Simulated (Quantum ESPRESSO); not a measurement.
## KI under changes of volume

One of the cells (44.091 Å³/atom); the others are scaled copies at fixed shape and fractional positions:

```
CELL_PARAMETERS angstrom
0.00000 3.53277 3.53277
3.53277 0.00000 3.53277
3.53277 3.53277 0.00000
ATOMIC_POSITIONS crystal
I 0.50000 0.50000 0.50000
K 0.00000 0.00000 0.00000
```

```yaml
Program: Quantum ESPRESSO 7.5
Functional: rev-vdW-DF2
Potentials_or_basis: PseudoDojo 0.4.1 SR PBE standard
Cutoff: 1007 eV
Density_cutoff: 4027 eV
k_mesh: 7 × 7 × 7
Occupations: fermi-dirac, width 0.05 eV
Spin: no spin polarisation
```

| volume (Å³/atom) | energy over the lowest point (meV/atom) | pressure (GPa) | gap on the mesh (eV) |
| --- | --- | --- | --- |
| 41.445 | 4.41 | 0.7 | 3.96 |
| 42.327 | 1.37 | 0.4 | 3.91 |
| 43.209 | 0.00 | 0.1 | 3.86 |
| 44.091 | 0.13 | -0.1 | 3.81 |
| 44.973 | 1.58 | -0.4 | 3.76 |
| 45.854 | 4.20 | -0.6 | 3.72 |
| 46.736 | ? | ? | ? |

Problem. What does the run at 46.736 Å³/atom give?

Solution. Energy over the lowest point 7.87 meV/atom; pressure -0.8 GPa; gap on the mesh 3.67 eV.

Worked out: A Birch-Murnaghan fit of order 3 (a polynomial in V^(-2/3)) to the other rows has its minimum at 43.57 Å³/atom with B0 = V·E''(V) = 12.7 GPa and B' = 4.9. It gives 7.87 meV/atom at 46.736 Å³/atom, against the run's 7.87, and -dE/dV = -0.8 GPa, against -0.8. A straight line through the other rows of the gap, of slope -2.4 eV per unit of ln V (its deformation potential), extrapolates to 3.67 eV, against the run's 3.67.

Energies are extrapolated to zero smearing.

Caveats: the potentials were made for another functional, which shifts forces and pressure; spin-orbit coupling is left out, which moves the levels of the heavy elements; an odd mesh through Γ misses points on the zone boundary, where band edges often lie (some runs).
